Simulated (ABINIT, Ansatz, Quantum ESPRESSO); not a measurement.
# InP: electronic dielectric constant by level of theory

**What was measured.** The electronic dielectric constant of InP (F-43m) is reported as 9.61 at 300 K (a printed reference work). The runs below try to reproduce it.

Space group F-43m (No. 216). a = 5.861 Å, b = 5.861 Å, c = 5.861 Å, α = 90.00°, β = 90.00°, γ = 90.00°
```tsv
atom	site	symmetry	x	y	z
In	4a	-43m	0.0000	0.0000	0.0000
P	4c	-43m	0.2500	0.2500	0.2500
```

```tsv
rung	level	program and potentials	cutoff (eV)	k mesh	smearing	task	core time	chip	electronic dielectric constant	miss	notes
LDA	LDA	Ansatz, Ansatz PAW	420	8 × 8 × 8	fixed	Born charges and dielectric tensor	57 s	Intel Xeon	12.00	+24.9 %	potentials made for PBE, which Ansatz adapts in part; 9 valence electrons an atom on average
GGA	PBEsol	ABINIT, PseudoDojo NC SR PBEsol v0.4.1 standard	844	4 × 4 × 4, 4 shifts	fixed	dielectric tensor	14 min	Intel Xeon	12.03	+25.2 %	9 valence electrons an atom on average
GGA	PBE	ABINIT, PseudoDojo NC SR PBE v0.4 stringent	1007	4 × 4 × 4, 4 shifts	fixed	dielectric tensor	17 min	Arm Neoverse V1	11.44	+19.0 %	13 valence electrons an atom on average
GGA	PBEsol	ABINIT, PseudoDojo NC SR PBEsol v0.4 stringent	1007	4 × 4 × 4, 4 shifts	fixed	dielectric tensor	18 min	Arm Neoverse V1	12.00	+24.9 %	13 valence electrons an atom on average
GGA	revPBE	Quantum ESPRESSO, PseudoDojo 0.5 SR PBE standard	952	6 × 6 × 6, shifted	fixed	phonons	24 min	Intel Xeon	10.58	+10.1 %	potentials made for PBE; 9 valence electrons an atom on average
LDA	LDA	ABINIT, PseudoDojo NC SR LDA v0.4.1 standard	844	4 × 4 × 4, 4 shifts	fixed	phonon dispersion	61 min	Arm Neoverse N1	12.60	+31.1 %	9 valence electrons an atom on average
```

Times are single runs on shared hosts and different chips, so they are rough; meshes, cutoffs and the tasks' sizes weigh on the time. All rows: no spin polarisation. Smearing widths are in eV. The cell comes from a database and isn't always the measured one. Meshes differ between rows, which moves values too. All levels ran on this one cell, unrelaxed unless noted. Meshes are those of the run's cell of 2 atoms unless a note names another. Ansatz refines the mesh for the field response beyond the one shown. Misses use the values as printed. Runs on faulty files, with rough fits or with known faults for this quantity aren't shown. No row holds spin-orbit coupling.

By rung: LDA 12.00 to 12.60; GGA 10.58 to 12.03. Measured: 9.61 at 300 K (a printed reference work). Closest is revPBE (+10.1 %). The runs are for a static lattice, while measurements hold temperature and zero-point motion.
